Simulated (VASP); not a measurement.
Calculation: vdW-DF2, VASP's PBE PAW potentials (set 64) (plane waves; VASP).

VASP input:

### INCAR
```
! general
SYSTEM    =  CsI
PREC      =  Accurate
ENCUT     =  520
LREAL     =  .False.   ! projection in real space or not
LASPH     =  .True.   ! aspherical one-centre terms

! electronic loop
EDIFF     =  1E-6
NELM      =  100   ! most electronic steps
ALGO      =  Normal   ! blocked Davidson
LMAXMIX   =  4

! smearing
ISMEAR    =  0
SIGMA     =  0.05

! functional
GGA       =  ML
LUSE_VDW  =  .True.
AGGAC     =  0.0
ZAB_VDW   =  -1.8867

! ions
IBRION    =  2   ! conjugate gradients
NSW       =  60   ! most ionic steps
ISIF      =  3   ! ions, shape and volume
EDIFFG    =  -0.01

! output
LWAVE     =  .False.
LCHARG    =  .False.
```

**KPOINTS**
```
Automatic mesh
0
Gamma
5 5 5
0 0 0
```

**POSCAR**
```
CsI
1.0
  4.5700000000   0.0000000000   0.0000000000
  0.0000000000   4.5700000000   0.0000000000
  0.0000000000   0.0000000000   4.5700000000
Cs I
1 1
Cart
  0.0000000000   0.0000000000   0.0000000000
  2.2850000000   2.2850000000   2.2850000000
```

POTCAR, in this order: Cs_sv I (PBE.64 set). Program: vasp_std.

Output of the run:

### OSZICAR
```
       N       E                     dE             d eps       ncg     rms          rms(c)
DAV:   1     0.966716779858E+02    0.96672E+02   -0.61956E+03   240   0.110E+03
DAV:   2     0.578483718635E+01   -0.90887E+02   -0.85933E+02   352   0.167E+02
DAV:   3    -0.118029537660E+01   -0.69651E+01   -0.69546E+01   316   0.535E+01
DAV:   4    -0.127090219759E+01   -0.90607E-01   -0.90593E-01   276   0.767E+00
DAV:   5    -0.127225386796E+01   -0.13517E-02   -0.13516E-02   316   0.972E-01    0.162E+00
DAV:   6    -0.111309312177E+01    0.15916E+00   -0.22299E-01   268   0.234E+00    0.114E+00
DAV:   7    -0.107097457555E+01    0.42119E-01   -0.14696E-01   276   0.209E+00    0.501E-01
DAV:   8    -0.106888175172E+01    0.20928E-02   -0.10778E-02   268   0.865E-01    0.930E-02
DAV:   9    -0.106868584431E+01    0.19591E-03   -0.14249E-03   276   0.284E-01    0.829E-02
DAV:  10    -0.106873366394E+01   -0.47820E-04   -0.13119E-04   272   0.109E-01    0.154E-02
DAV:  11    -0.106872884171E+01    0.48222E-05   -0.43228E-05   288   0.440E-02    0.651E-03
DAV:  12    -0.106873021189E+01   -0.13702E-05   -0.61087E-06   280   0.222E-02    0.747E-04
DAV:  13    -0.106873018456E+01    0.27334E-07   -0.17419E-07   168   0.427E-03
   1 F= -.10687302E+01 E0= -.10687302E+01  d E =-.106873E+01
       N       E                     dE             d eps       ncg     rms          rms(c)
DAV:   1    -0.134598781317E+01   -0.27726E+00   -0.45242E+00   240   0.120E+01    0.219E+00
DAV:   2    -0.114577052783E+01    0.20022E+00   -0.30917E-01   244   0.317E+00    0.905E-01
DAV:   3    -0.109544016656E+01    0.50330E-01   -0.16717E-01   240   0.222E+00    0.505E-01
DAV:   4    -0.109473294094E+01    0.70723E-03   -0.21246E-03   264   0.324E-01    0.392E-01
DAV:   5    -0.109401182022E+01    0.72112E-03   -0.12015E-03   264   0.223E-01    0.490E-02
DAV:   6    -0.109396504980E+01    0.46770E-04   -0.14176E-04   268   0.712E-02    0.238E-02
DAV:   7    -0.109395247237E+01    0.12577E-04   -0.11970E-05   280   0.236E-02    0.101E-02
DAV:   8    -0.109395304252E+01   -0.57015E-06   -0.27528E-07   160   0.329E-03
   2 F= -.10939530E+01 E0= -.10939530E+01  d E =-.252229E-01
       N       E                     dE             d eps       ncg     rms          rms(c)
DAV:   1    -0.117157710075E+01   -0.77625E-01   -0.13335E+00   240   0.654E+00    0.120E+00
DAV:   2    -0.111222132651E+01    0.59356E-01   -0.92755E-02   244   0.172E+00    0.487E-01
DAV:   3    -0.109763513258E+01    0.14586E-01   -0.48420E-02   240   0.119E+00    0.271E-01
DAV:   4    -0.109737296319E+01    0.26217E-03   -0.66493E-04   256   0.180E-01    0.195E-01
DAV:   5    -0.109717175288E+01    0.20121E-03   -0.33263E-04   276   0.116E-01    0.308E-02
DAV:   6    -0.109715749959E+01    0.14253E-04   -0.40400E-05   272   0.378E-02    0.108E-02
DAV:   7    -0.109715357694E+01    0.39227E-05   -0.36092E-06   276   0.120E-02    0.185E-03
DAV:   8    -0.109715376964E+01   -0.19270E-06   -0.94969E-08   132   0.216E-03
   3 F= -.10971538E+01 E0= -.10971538E+01  d E =-.284236E-01
```

**OUTCAR**
```
------------------------ aborting loop because EDIFF is reached ----------------------------------------
  FORCE on cell =-STRESS in cart. coord.  units (eV):
  Direction    XX          YY          ZZ          XY          YZ          ZX
  --------------------------------------------------------------------------------------
  Total       -0.0070539     -0.0070539     -0.0070539     -0.0000000      0.0000000     -0.0000000
  in kB       -0.1091807     -0.1091807     -0.1091807     -0.0000000      0.0000000     -0.0000000
  external PRESSURE =      -0.1091807 kB  Pullay stress =       0.0000000 kB
  volume of cell :      103.51
      direct lattice vectors                 reciprocal lattice vectors
     4.695314714 -0.000000000  0.000000000     0.212978269 -0.000000000  0.000000000
     0.000000000  4.695314714 -0.000000000     0.000000000  0.212978269 -0.000000000
    -0.000000000  0.000000000  4.695314714    -0.000000000  0.000000000  0.212978269
 POSITION                                       TOTAL-FORCE (eV/Angst)
 -----------------------------------------------------------------------------------
      0.00000      0.00000      0.00000        -0.000000      0.000000      0.000000
      2.34766      2.34766      2.34766         0.000000     -0.000000      0.000000
 -----------------------------------------------------------------------------------
    total drift:                               -0.000000      0.000000      0.000000
  FREE ENERGIE OF THE ION-ELECTRON SYSTEM (eV)
  ---------------------------------------------------
  free  energy   TOTEN  =        -1.0971537696 eV

  energy  without entropy=       -1.0971537696  energy(sigma->0) =       -1.09715377

 reached required accuracy - stopping structural energy minimisation
```
(Selected blocks of OUTCAR.)

### CONTCAR
```
CsI
   1.00000000000000
     4.6953147136037137   -0.0000000000000000    0.0000000000000000
     0.0000000000000000    4.6953147136037137   -0.0000000000000000
    -0.0000000000000000    0.0000000000000000    4.6953147136037137
  Cs              I
     1     1
Direct
     0.0000000000000000    0.0000000000000000    0.0000000000000000
     0.5000000000000000    0.5000000000000000    0.5000000000000000
```

Energy and stress use the plane-wave basis of the starting cell.

The compound is CsI in the CsCl type structure. This run relaxes it. Symmetry was kept, so distortions that lower it aren't found.
